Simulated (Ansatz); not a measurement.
## KF (zincblende): G0W0 against its settings

KF built on the zincblende prototype, relaxed with r2SCAN; one-shot G0W0 in Ansatz without spin-orbit coupling. All values are calculated for a non-magnetic cell, which may be hypothetical.

```cif
data_structure
_symmetry_space_group_name_H-M 'F-43m'
_symmetry_Int_Tables_number 216
_cell_length_a 5.8708
_cell_length_b 5.8708
_cell_length_c 5.8708
_cell_angle_alpha 90.000
_cell_angle_beta 90.000
_cell_angle_gamma 90.000
_cell_volume 202.35
loop_
_atom_site_label
_atom_site_type_symbol
_atom_site_symmetry_multiplicity
_atom_site_Wyckoff_symbol
_atom_site_fract_x
_atom_site_fract_y
_atom_site_fract_z
_atom_site_occupancy
K1 K 4 a 0.00000 0.00000 0.00000 1
F1 F 4 d 0.25000 0.25000 0.75000 1
```

Gaps are read over the mesh points alone. G0W0 values are finite-basis, finite-mesh values.
```csv
start,potentials,frequency model,mesh,empty bands,screening cutoff (eV),Kohn-Sham gap (eV),G0W0 gap (eV),rough cost
PBE,PAW,contour deformation,4×4×4,82,80,5.17,8.58,5 core-seconds
HSE06,PAW,contour deformation,4×4×4,190,140,7.04,9.54,50 core-seconds
LDA,PAW,contour deformation,4×4×4,190,140,4.93,8.74,21 core-seconds
r2SCAN,PAW,contour deformation,4×4×4,190,140,5.75,8.94,26 core-seconds
PBE,PAW,Godby-Needs pole,4×4×4,190,140,5.17,8.70,29 core-seconds
PBE,PAW,contour deformation,6×6×6,82,80,5.17,8.57,30 core-seconds
```

G0W0 moves the gap on the mesh from 5.17 eV (PBE) to 8.58 eV (W to Γ). Renormalisation factors Z lie between 0.78 and 0.90.

A 6×6×6 mesh in place of 4×4×4 changes the opening over PBE by -0.01 eV (the gap on the mesh by -0.01 eV). r2SCAN runs take a wave cutoff of 500 eV.
